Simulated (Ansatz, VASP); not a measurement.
**Al7Cu: VASP beside Ansatz**

```
Al Cu
1.0
     0.00000    3.97976    3.97976
     3.97976    0.00000    3.97976
     3.97976    3.97976    0.00000
Al Cu
7 1
Direct
  0.50000 0.00000 0.00000
  0.00000 0.50000 0.50000
  0.00000 0.50000 0.00000
  0.50000 0.00000 0.50000
  0.00000 0.00000 0.50000
  0.50000 0.50000 0.00000
  0.00000 0.00000 0.00000
  0.50000 0.50000 0.50000
```

Alike in both runs: task single point; functional PBE; k mesh 6 × 6 × 6; occupations gaussian, width 0.2 eV; no spin polarisation.

|  | VASP | Ansatz |
| --- | --- | --- |
| version | VASP 6.6.1 | Ansatz 0.2.0 |
| potentials or method | VASP PAW PBE potentials, release 64 (Al, Cu) | scalar-relativistic, plane waves, PAW |
| plane-wave cutoff (eV) | 520 | 420 |
| valence electrons in the cell | 32 | 40 |

Ansatz gave:

- gap on the k mesh at the Fermi level (eV): none
- pressure (GPa): -0.1

Estimate VASP's values.

gap on the k mesh at the Fermi level (eV): none; pressure (GPa): -0.2.

A gap of «none» marks a metal or a gap that the smearing closes. The two sets of potentials don't hold the same shells in valence.
